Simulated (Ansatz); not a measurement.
We consider chalcopyrite CuInS2, described by PBEsol-D3(BJ) (PAW; Ansatz, an electronic-structure program).

Settings: plane-wave cutoff 520 eV, 10×10×10 k mesh, Fermi–Dirac smearing 0.01 eV, no spin polarisation, scalar-relativistic PAW data made under PBE.

Results at a series of volumes:

```json
[
 {"V (Å³/atom)": "19.339", "E − E_lowest (meV/atom)": "9.01", "P (GPa)": "3.73"},
 {"V (Å³/atom)": "19.742", "E − E_lowest (meV/atom)": "2.16", "P (GPa)": "1.75"},
 {"V (Å³/atom)": "20.145", "E − E_lowest (meV/atom)": "0.00", "P (GPa)": "0.00"},
 {"V (Å³/atom)": "20.548", "E − E_lowest (meV/atom)": "2.02", "P (GPa)": "-1.57"},
 {"V (Å³/atom)": "20.951", "E − E_lowest (meV/atom)": "7.74", "P (GPa)": "-2.96"}
]
```

Problem. Fit the third-order Birch–Murnaghan equation and give B0 and B′.

Solution. V0 = 20.144 Å³/atom, B0 = 82.9 GPa, B′ = 4.9 (fit to the energies at full precision).

Shape and atoms are relaxed at each volume.

Note: the bulk modulus comes from volumes at which shape and atoms were relaxed.

Spin–orbit coupling is not included.

The computed numbers hold no vibrational or temperature effects.
